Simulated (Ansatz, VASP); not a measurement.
Two plane-wave programs on Si3Mo

```
Si Mo
1.0
     4.81444    0.00000    0.00000
     0.00000    4.81444    0.00000
     0.00000    0.00000    4.81444
Si Mo
6 2
Direct
  0.25000 0.00000 0.50000
  0.50000 0.75000 0.00000
  0.75000 0.00000 0.50000
  0.50000 0.25000 0.00000
  0.00000 0.50000 0.75000
  0.00000 0.50000 0.25000
  0.00000 0.00000 0.00000
  0.50000 0.50000 0.50000
```

Change from the starting cell: species swapped into the Ta3Au type (Pm-3n, No. 223).

Alike in both runs: functional PBE; k mesh 4 × 4 × 4; occupations gaussian, width 0.1 eV; no spin polarisation.

Ansatz relaxed the structure, and its values are those at the end. VASP's run is a single point on that final structure, the one shown.

```csv
,VASP,Ansatz
version,VASP 6.6.1,Ansatz 0.2.0
potentials or method,"VASP PAW PBE potentials, release 64 (Si, Mo_sv)","scalar-relativistic, plane waves, PAW"
plane-wave cutoff (eV),520,420
valence electrons in the cell,52,52
```

```tsv
	VASP	Ansatz	Ansatz less VASP
gap on the k mesh at the Fermi level (eV)	none	none	-
pressure (GPa)	0.0	0.0	-0.07
```

A gap of «none» marks a metal or a gap that the smearing closes.
